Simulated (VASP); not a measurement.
Input of a VASP 6.6.1 run:

File INCAR:

```
ALGO = Normal ; EDIFF = 1E-7
EDIFFG = -0.005 ; ENCUT = 300
GGA = PE ; IBRION = 2
ISIF = 3 ; ISMEAR = 0
LASPH = True ; LCHARG = False
LREAL = False ; LWAVE = False
NELM = 80 ; NSW = 90
PREC = Accurate ; SIGMA = 0.03
```

File KPOINTS:

```
k-points
0
Gamma
  4 2 1
```

File POSCAR:

```
Te2Mo                                   
1.0
    3.4008024637      0.0000000000      0.0000000000
    0.0000000000      6.4492767057      0.0000000000
    0.0000000000      0.0000000000     15.3445934465
  Mo              Te            
     4     8
Direct
     0.0000000000000000    0.6000368050833427    0.5019678726985378
     0.5000000000000000    0.3999631949166503    0.0019678726985377
     0.0000000000000000    0.0325246477494049    0.0130831379230602
     0.5000000000000000    0.9674753522505954    0.5130831379230600
     0.0000000000000000    0.8588923292453663    0.6426527709712199
     0.5000000000000000    0.1411076707546336    0.1426527709712197
     0.0000000000000000    0.6477928513842114    0.1032007017882900
     0.5000000000000000    0.3522071486157882    0.6032007017882897
     0.0000000000000000    0.2918913345457110    0.8724409937471820
     0.5000000000000000    0.7081086654542887    0.3724409937471823
     0.0000000000000000    0.2151759422256896    0.4118545228717116
     0.5000000000000000    0.7848240577743100    0.9118545228717115
```

Potentials or basis: VASP PAW PBE potentials, release 64 (Mo, Te).

Run with:

```sh
$ cat potpaw_PBE.64/Mo/POTCAR potpaw_PBE.64/Te/POTCAR > POTCAR
$ mpirun -np 4 vasp_std > vasp.out
```

(1) Predict the space group after relaxing (to 0.05 Å).

(2) Predict the band gap on the k mesh.

(3) Predict the relaxed volume.

(4) Estimate the relaxed cell.

Answers

(1) Pmn2_1 (No. 31).

(2) none (metal or under the smearing width).

(3) 27.88 Å³/atom.

(4) a = 3.400 Å, b = 6.448 Å, c = 15.260 Å, α = 90.00°, β = 90.00°, γ = 90.00°.

Caveat: the k mesh is coarse (spacing up to 0.49 Å⁻¹), so the values aren't converged; this functional lacks dispersion, which binds the layers, so the pressure and a relaxed spacing across them are unreliable.
